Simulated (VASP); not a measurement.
Crystal: Ag.

```
Ag
1.0
     0.00000    2.04275    2.04275
     2.04275    0.00000    2.04275
     2.04275    2.04275    0.00000
Ag
1
Direct
  0.00000 0.00000 0.00000
```

```yaml
Program: VASP 6.6.1
Task: relaxation of cell and atoms
Functional: BLYP
Dispersion: D4
Potentials_or_basis: VASP PAW PBE potentials, release 64 (Ag)
Cutoff: 600 eV
k_mesh: 11 × 11 × 11
Occupations: fermi-dirac, width 0.05 eV
Spin: no spin polarisation
```

At the start: pressure 2.1 GPa; volume 17.05 Å³/atom.

Question: Where does the relaxation end?

Answer: Over 3 steps the energy falls by 2.3 meV/atom and the volume is 17.40 Å³/atom (+2.0 %); space group Fm-3m (No. 225, to 0.05 Å).

The path:
| step | energy change (eV) | largest force (eV/Å) | pressure (GPa) | volume (Å³) |
| --- | --- | --- | --- | --- |
| 1 | 0.0000 | 0.0000 | 2.11 | 17.05 |
| 2 | -0.0015 | 0.0000 | -1.17 | 17.61 |
| 3 | -0.0023 | 0.0000 | -0.01 | 17.40 |

Final structure:
```
CELL_PARAMETERS angstrom
0.00000 2.05659 2.05659
2.05659 0.00000 2.05659
2.05659 2.05659 0.00000
ATOMIC_POSITIONS crystal
Ag 0.00000 0.00000 0.00000
```

Caveat: the PAW data sets were made with another functional, which shifts forces and pressure a little; pairwise dispersion overbinds metals, which lowers pressure and volume.
